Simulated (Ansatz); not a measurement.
**C: ideal shear of a crystal plane**

Computed with Ansatz 0.2.0, DFT LDA, scalar-relativistic, plane waves, PAW. Settings: plane waves to 420 eV, k-mesh 10×10×3 (Γ-centred), Gaussian smearing 0.05 eV. No spin polarisation. Energies are free energies at this smearing, counted from the undisturbed cell; pressure is positive in compression.

Zero of the scan (relaxed at this level):

```
CELL_PARAMETERS angstrom
-2.49129 0.00000 0.00000
-1.24565 -2.15752 0.00000
1.24565 0.71917 10.25388
ATOMIC_POSITIONS crystal
C 0.02482 0.02482 0.87416
C 0.97518 0.97518 0.72524
C 0.10870 0.10870 0.12579
C 0.89130 0.89130 0.47361
C 0.15837 0.15837 0.27480
C 0.84163 0.84163 0.32460
C 0.37486 0.37486 0.92429
C 0.62514 0.62514 0.67511
C 0.42532 0.42532 0.07567
C 0.57468 0.57468 0.52373
```

The cut lies on the cell's a–b face, a (0 0 1) plane (indices in the standard cell, whose axes needn't be the Cartesian ones shown) of area 5.38 Å², between layers 1.55 Å apart. Vector c is tilted by f times 1·a + 0·b (length 2.491 Å) with the atoms' Cartesian places fixed: one unrelaxed fault a cell. The traction is dγ/du, the slope of γ against the slip u in Å. Some rows repeat others by symmetry and weren't run.

```csv
f,γ (mJ/m²),traction (GPa)
0.0000,0,0.0
0.1000,698,56.1
0.2000,2781,110.1
0.3000,6073,150.2
0.4000,9937,149.7
0.5000,12468,0.0
0.6000,9937,-149.7
0.7000,6073,-150.2
0.8000,2781,-110.1
0.9000,698,-56.1
```

**Question.** Read off the first barrier and the stress needed to climb it, and compare with Frenkel's sinusoid.

**Answer.** The first sampled maximum lies at f = 0.500, a slip of 1.25 Å, with γ ≈ 12468 mJ/m², which stands in for the unstable fault energy γ_us, and the steepest sampled slope before it is 150.2 GPa. A sinusoid γ = γ_us sin²(πu/λ) with its maximum there has λ = 2.49 Å and a largest slope πγ_us/λ = 157.2 GPa (1 mJ/m² per Å = 0.01 GPa).

**Question.** Is there a metastable fault on this line?

**Answer.** Apart from points where γ returns to about zero, no local minimum shows among the samples, so at this sampling the line offers no fault for a dislocation to split on; a fault can still lie off the line.

The cut is rigid; relaxing the faces lowers these energies and usually the stresses.

The gap closes along the scan, which can put kinks into the curve.

Cost: 6 runs of about 1.2 core-minutes in all, on Intel Xeon Platinum 8259CL (Skylake/Cascade Lake) (shared hosts).